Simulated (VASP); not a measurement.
A run of VASP 6.6.1:

File INCAR:

```
SYSTEM = CdO
PREC = Accurate
ENCUT = 520
EDIFF = 1E-7
ISMEAR = 0
SIGMA = 1.0
LREAL = .False.
LASPH = .True.
NELM = 60
ALGO = Normal
ISIF = 3
LWAVE = .False.
LCHARG = .False.
GGA = PE
IBRION = 2
NSW = 80
EDIFFG = -0.002
PSTRESS = 180.0
```

The input KPOINTS:

```
Automatic mesh
0
Gamma
  16 16 16
  0 0 0
```

The input POSCAR:

```
CdO                                     
1.0
   -0.0000000000      2.2281935594      2.2281935594
    2.2281935594      0.0000000000      2.2281935594
    2.2281935594      2.2281935594      0.0000000000
  Cd              O             
     1     1
Direct
     0.0000000000000000    0.0000000000000000    0.0000000000000000
     0.5000000000000000    0.5000000000000000    0.5000000000000000
```

Potentials or basis: VASP PAW PBE potentials, release 64 (Cd, O).

Command:

```bash
$ cat potpaw_PBE.64/Cd/POTCAR potpaw_PBE.64/O/POTCAR > POTCAR
$ mpirun -np 1 vasp_std > vasp.out
```

Hardware: 1 thread of Intel(R) Xeon(R) Platinum 8488C (Sapphire Rapids), with other jobs on the host.

Estimate the wall time of this run.

It took 110 s on 1 thread of Intel(R) Xeon(R) Platinum 8488C (Sapphire Rapids) (shared host), peak memory 0.18 GiB. Counts: scf iterations 94, k points 145, ion steps 17.
